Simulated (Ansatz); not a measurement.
# Random displacements in Si

Theory: DFT r2SCAN, scalar-relativistic, plane waves, PAW in Ansatz 0.2.0. Cutoff 500 eV, Γ-centred 6×6×6 k-points, Gaussian smearing of 0.05 eV. No spin polarisation. Energies are free energies at this smearing, counted from the undisturbed cell; pressure is positive in compression.

Zero of the scan (as given, not relaxed at this level):

```
Si
1.0
     5.43094    0.00000    0.00000
     0.00000   -5.43094    0.00000
     0.00000    0.00000   -5.43094
Si
8
Cartesian
  2.7155 0.0000 0.0000
  0.0000 -2.7155 0.0000
  0.0000 0.0000 -2.7155
  2.7155 -2.7155 -2.7155
  4.0732 -4.0732 -4.0732
  1.3577 -1.3577 -4.0732
  1.3577 -4.0732 -1.3577
  4.0732 -1.3577 -1.3577
```

The atoms are displaced (Å, in the unstrained cell):

```csv
atom,ux,uy,uz
Si1,-0.014,0.197,0.089
Si2,-0.145,-0.173,-0.401
Si3,-0.026,0.212,0.008
Si4,0.173,-0.265,0.270
Si5,0.035,-0.063,0.249
Si6,0.222,0.112,-0.125
Si7,0.085,-0.042,-0.062
Si8,-0.330,0.021,-0.028
```

Strain (Voigt, engineering shear): (-0.0074, 0.0136, -0.0111, 0.0078, -0.0254, 0.0102).

Problem. What are the energy change, the stress and the forces?

Solution. ΔE = 631.8 meV/atom; stress (xx, yy, zz, yz, xz, xy; compression positive) (10.05, 8.75, 7.72, -2.58, 3.22, -1.18) GPa.
```tsv
atom	Fx (eV/Å)	Fy	Fz
Si1	1.33	-0.82	0.00
Si2	-0.12	1.72	2.97
Si3	3.47	-6.34	1.89
Si4	-0.97	2.46	-2.95
Si5	-1.60	3.35	-5.64
Si6	-2.89	-2.38	1.71
Si7	-2.08	-0.37	1.06
Si8	2.87	2.39	0.96
```

Cost: 1 run of about 1.5 core-minutes, on Arm Neoverse V1 (shared hosts).